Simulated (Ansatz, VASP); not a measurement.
# TiC in VASP and in Ansatz

```
Ti C
1.0
     3.15978    0.00000    0.00000
    -1.57989    2.73645    0.00000
     0.00000    0.00000    4.69784
Ti C
2 2
Direct
  0.66667 0.33333 0.75000
  0.33333 0.66667 0.25000
  0.00000 0.00000 0.00000
  0.00000 0.00000 0.50000
```

Alike in both runs: task relaxation of cell and atoms; functional PBE; k mesh 18 × 18 × 10; occupations gaussian, width 0.1 eV; no spin polarisation.

|  | VASP | Ansatz |
| --- | --- | --- |
| version | VASP 6.6.1 | Ansatz 0.2.0 |
| potentials or method | VASP PAW PBE potentials, release 64 (Ti_sv, C) | scalar-relativistic, plane waves, PAW |
| plane-wave cutoff (eV) | 600 | 420 |
| valence electrons in the cell | 32 | 32 |

Ansatz gave:

```
gap on the k mesh at the Fermi level, each at its own relaxed structure (eV) : none
relaxed volume (Å³/atom)                                                     : 10.16
relaxed cell length with the largest relative difference (Å)                 : 3.156
```

Which values does VASP return?

gap on the k mesh at the Fermi level, each at its own relaxed structure (eV): none; relaxed volume (Å³/atom): 10.17; relaxed cell length with the largest relative difference (Å): 3.157.

A gap of «none» marks a metal or a gap that the smearing closes.
